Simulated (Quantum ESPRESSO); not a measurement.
**SiO2 under changes of volume**

One of the cells (15.195 Å³/atom); the others are scaled copies at fixed shape and fractional positions:

```
Si O
1.0
    -2.83790    2.83790    5.66021
     2.83790   -2.83790    5.66021
     2.83790    2.83790   -5.66021
Si O
4 8
Direct
  0.87500 0.26362 0.88862
  0.01362 0.62500 0.88862
  0.73638 0.12500 0.11138
  0.37500 0.98638 0.11138
  0.63373 0.13373 0.50000
  0.46788 0.96788 0.93575
  0.03212 0.53212 0.06425
  0.11627 0.11627 0.00000
  0.88373 0.88373 0.00000
  0.86627 0.36627 0.50000
  0.28212 0.71788 0.00000
  0.71788 0.28212 0.00000
```

The cell comes from a database or a generator and needn't be the stable form of this composition.

```yaml
Program: Quantum ESPRESSO 7.5
Functional: PBE
Potentials_or_basis: SSSP 1.3 efficiency PBE
Cutoff: 748 eV
Density_cutoff: 5987 eV
k_mesh: 7 × 7 × 7
Occupations: fermi-dirac, width 0.05 eV
Spin: no spin polarisation
```

```tsv
volume (Å³/atom)	energy over the lowest point (meV/atom)	pressure (GPa)	gap on the mesh (eV)	largest force (eV/Å)
14.283	?	?	?	?
14.587	14.38	7.2	5.07	0.641
14.891	3.88	3.6	4.96	0.320
15.195	0.00	0.2	4.84	0.025
15.499	2.11	-2.7	4.71	0.247
15.803	9.60	-5.4	4.58	0.496
16.107	21.96	-7.9	4.44	0.724
```

Task: What does the run at 14.283 Å³/atom give?

Result: Energy over the lowest point 32.22 meV/atom; pressure 11.3 GPa; gap on the mesh 5.18 eV; largest force 0.990 eV/Å.

Worked out: A Birch-Murnaghan fit of order 3 (a polynomial in V^(-2/3)) to the other rows has its minimum at 15.23 Å³/atom with B0 = V·E''(V) = 156 GPa and B' = 4.2 at fixed shape and positions, which overstates the stiffness. It gives 32.24 meV/atom at 14.283 Å³/atom, against the run's 32.22, and -dE/dV = 11.5 GPa, against 11.3. A parabola through the other rows of the gap, of slope -4.69 eV per unit of ln V (its deformation potential) there, extrapolates to 5.17 eV, against the run's 5.18.

Energies are extrapolated to zero smearing.

Caveats: an odd mesh through Γ misses points on the zone boundary, where band edges often lie.
